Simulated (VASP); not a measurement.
A run of VASP 6.6.1 is set up as follows.

File INCAR:

```
SYSTEM = CdTe
ALGO     = Normal         ! electronic algorithm
EDIFF    = 1E-7           ! SCF threshold, eV
ENCUT    = 520            ! plane-wave cutoff, eV
ISIF     = 2              ! what is computed and relaxed
ISMEAR   = 0              ! smearing method
LASPH    = .True.         ! aspherical terms in the spheres
LCHARG   = .False.        ! write CHGCAR
LMIXTAU  = .True.       
LREAL    = .False.        ! projectors in reciprocal space
LWAVE    = .False.        ! write WAVECAR
METAGGA  = R2SCAN         ! meta-GGA
NELM     = 80             ! most SCF steps
PREC     = Accurate       ! precision mode
SIGMA    = 0.03           ! smearing width, eV
```

The input KPOINTS:

```
k-points
0
Gamma
  8 8 8
  0 0 0
```

POSCAR

```
CdTe                                    
1.0
    0.0000000000      3.2477981882      3.2477981882
    3.2477981882      0.0000000000      3.2477981882
    3.2477981882      3.2477981882      0.0000000000
  Cd              Te            
     1     1
Direct
     0.0000000000000000    0.0000000000000000    0.0000000000000000
     0.2500000000000000    0.2500000000000000    0.2500000000000000
```

Contents of KPOINTS_OPT:

```
explicit points
252
Reciprocal
 0.0000000000  0.0000000000  0.0000000000 1
 0.0357142857  0.0000000000  0.0357142857 1
 0.0714285714  0.0000000000  0.0714285714 1
 0.1071428571  0.0000000000  0.1071428571 1
 0.1428571429  0.0000000000  0.1428571429 1
 0.1785714286  0.0000000000  0.1785714286 1
[... 244 lines left out ...]
 0.5126241200  0.0252482500  0.5126241200 1
 0.4873758800 -0.0252482500  0.4873758800 1
```

Potentials or basis: VASP PAW PBE potentials, release 64 (Cd, Te).

Run with:

```console
$ cat potpaw_PBE.64/Cd/POTCAR potpaw_PBE.64/Te/POTCAR > POTCAR
$ mpirun -np 1 vasp_std > vasp.out
```

Question: Estimate the band gap on the k mesh.

Answer: 1.25 eV, direct.

Question: What does it give for the band gap along the path?

Answer: 1.25 eV, direct.

Question: Estimate the pressure.

Answer: 1.3 GPa.

Levels at the corners of the path, in eV from the valence-band top:
| point | band 7 | band 8 | band 9 | band 10 | band 11 | band 12 |
| --- | --- | --- | --- | --- | --- | --- |
| Γ | 0.00 | 0.00 | 0.00 | 1.25 | 5.03 | 5.03 |
| X | -4.32 | -1.89 | -1.89 | 2.89 | 2.99 | 9.43 |
| X | -4.32 | -1.89 | -1.89 | 2.89 | 2.99 | 9.43 |
| W | -4.18 | -2.36 | -2.22 | 4.65 | 4.95 | 6.09 |
| W | -4.18 | -2.36 | -2.22 | 4.65 | 4.95 | 6.09 |
| K | -4.21 | -2.59 | -1.56 | 3.22 | 4.87 | 7.82 |
| K | -4.21 | -2.59 | -1.56 | 3.22 | 4.87 | 7.82 |
| Γ | 0.00 | 0.00 | 0.00 | 1.25 | 5.03 | 5.03 |
| Γ | 0.00 | 0.00 | 0.00 | 1.25 | 5.03 | 5.03 |
| L | -4.46 | -0.78 | -0.78 | 2.23 | 5.59 | 5.59 |
| L | -4.46 | -0.78 | -0.78 | 2.23 | 5.59 | 5.59 |
| U | -4.21 | -2.59 | -1.56 | 3.22 | 4.87 | 7.82 |
| U | -4.21 | -2.59 | -1.56 | 3.22 | 4.87 | 7.82 |
| W | -4.18 | -2.36 | -2.22 | 4.65 | 4.95 | 6.09 |
| W | -4.18 | -2.36 | -2.22 | 4.65 | 4.95 | 6.09 |
| L | -4.46 | -0.78 | -0.78 | 2.23 | 5.59 | 5.59 |
| L | -4.46 | -0.78 | -0.78 | 2.23 | 5.59 | 5.59 |
| K | -4.21 | -2.59 | -1.56 | 3.22 | 4.87 | 7.82 |
| U | -4.21 | -2.59 | -1.56 | 3.22 | 4.87 | 7.82 |
| X | -4.32 | -1.89 | -1.89 | 2.89 | 2.99 | 9.43 |

Caveat: the PAW data sets were made with another functional, which shifts forces and pressure a little; spin-orbit coupling is left out, which moves the levels of the heavy elements.

**What was measured.**

A printed reference work, data compilation reports, for a bulk crystal of CdTe at 0 K: band gap 1.607 eV.

Against the measured gap of CdTe, 1.607 eV (0 K; a printed reference work, data compilation), the calculated 1.25 eV is off by -0.36 eV. Spin-orbit coupling on Cd, Te is left out. The value is that of r2SCAN, without temperature or zero-point motion.
